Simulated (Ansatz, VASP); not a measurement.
CdS: VASP beside Ansatz

```
Cd S
1.0
     0.00000    2.52269    3.27949
     2.52269    0.00000    3.27949
     2.52269    2.52269    0.00000
Cd S
1 1
Direct
  0.00000 0.00000 0.00000
  0.50000 0.50000 0.50000
```

Alike in both runs: task single point; functional PBE; k mesh 12 × 12 × 12; occupations gaussian, width 0.03 eV; no spin polarisation.

|  | VASP | Ansatz |
| --- | --- | --- |
| version | VASP 6.6.1 | Ansatz 0.2.0 |
| potentials or method | VASP PAW PBE potentials, release 64 (Cd, S) | scalar-relativistic, plane waves, PAW |
| plane-wave cutoff (eV) | 520 | 420 |
| valence electrons in the cell | 18 | 26 |

Ansatz gave:

```
gap on the k mesh at the Fermi level (eV)       : none
pressure (GPa)                                  : 8.5
largest component of the traceless stress (GPa) : 11.73
```

Problem. What did VASP give for the same quantities?

Solution. gap on the k mesh at the Fermi level (eV): none; pressure (GPa): 9.1; largest component of the traceless stress (GPa): 12.28.

A gap of «none» marks a metal or a gap that the smearing closes. The two sets of potentials don't hold the same shells in valence.
